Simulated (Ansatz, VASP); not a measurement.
## Nb: VASP beside Ansatz

```
CELL_PARAMETERS angstrom
2.68760 0.00000 0.00000
0.00000 2.68760 0.00000
0.00000 0.00000 2.68760
ATOMIC_POSITIONS crystal
Nb 0.00000 0.00000 0.00000
```

The cell was built by a generator and needn't be a form met in nature.

Alike in both runs: task relaxation of cell and atoms; functional RPBE; k mesh 12 × 12 × 12; occupations fermi-dirac, width 0.1 eV; no spin polarisation.

```csv
,VASP,Ansatz
version,VASP 6.6.1,Ansatz 0.2.0
potentials or method,"VASP PAW PBE potentials, release 64 (Nb_sv)","plane waves (420 eV) with PAW, scalar-relativistic"
plane-wave cutoff (eV),600,420
valence electrons in the cell,13,13
```

VASP gave:

* relaxed volume (Å³/atom): 20.48
* relaxed cell length with the largest relative difference (Å): 2.736
* energy change over the relaxation (meV/atom): -24

Q: Which values does Ansatz return?

A: Relaxed volume (Å³/atom): 20.52; relaxed cell length with the largest relative difference (Å): 2.738; energy change over the relaxation (meV/atom): -25.

Caveats: the PAW data sets were made with another functional, which shifts forces and pressure a little (VASP).
